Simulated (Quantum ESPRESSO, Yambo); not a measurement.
An input for Yambo 5.3.0 (NaF (Villiaumite)):

```
HF_and_locXC
gw0
dyson
ppa
em1d
rim_cut
RandQpts= 1000000
RandGvec= 1 RL
EXXRLvcs= 76 Ry
VXCRLvcs= 304 Ry
Chimod= "HARTREE"
% BndsRnXp
 1 | 216 |
%
NGsBlkXp= 15.5 Ry
% LongDrXp
 1 | 1 | 1 |
%
% GbndRnge
 1 | 216 |
%
DysSolver= "n"
ExtendOut
PPAPntXp= 27.21138 eV
% QPkrange
 1 | 1 | 7 | 10 |
%
```

The database entry behind the starting cell differs from later determinations by our own check (0.1 to 0.3 % short, probably kX units), so it need not match the best structure at ambient conditions.

```sh
OMP_NUM_THREADS=1 mpirun -n 4 yambo -F gw5.in -J gw5 -C gw5 > gw5.log
```

The stored states that it reads are on a 4×4×4 mesh. The structure is cubic, space group Fm-3m (No. 225). Conventional cell: a = 4.620 Å, b = 4.620 Å, c = 4.620 Å, α = 90.00°, β = 90.00°, γ = 90.00°. Na has 6 F at 2.31 Å nearest. Nearest to F lie 6 Na at 2.31 Å. Farther neighbours and most contacts between anions are not listed.

**Question.** How long will it take on 4 MPI ranks of Arm Neoverse V1, shared host, and how much memory?

It took 44 s; on shared hardware allow 22 s to 87 s. Peak host memory was 1.5 GiB.

The screening grows as filled bands × empty bands × pairs of k points, times the square of the screening basis for the matrix.

[Paths, hosts, dates, memory and timing lines, banners, echoed tables and standing remarks are left out of the program output.]

[Logs are printed without paths, hosts, clocks, repeated set-up lines and the standing remarks that a program may print on its own settings, such as how far it seeks lower states.]

[Runs of the session that timed out or met a known fault of the program may be left out.]

[Hosts, paths, dates, database ids (printed as entryN), source tags and the programs' standing remarks are cut or masked in the printed files.]
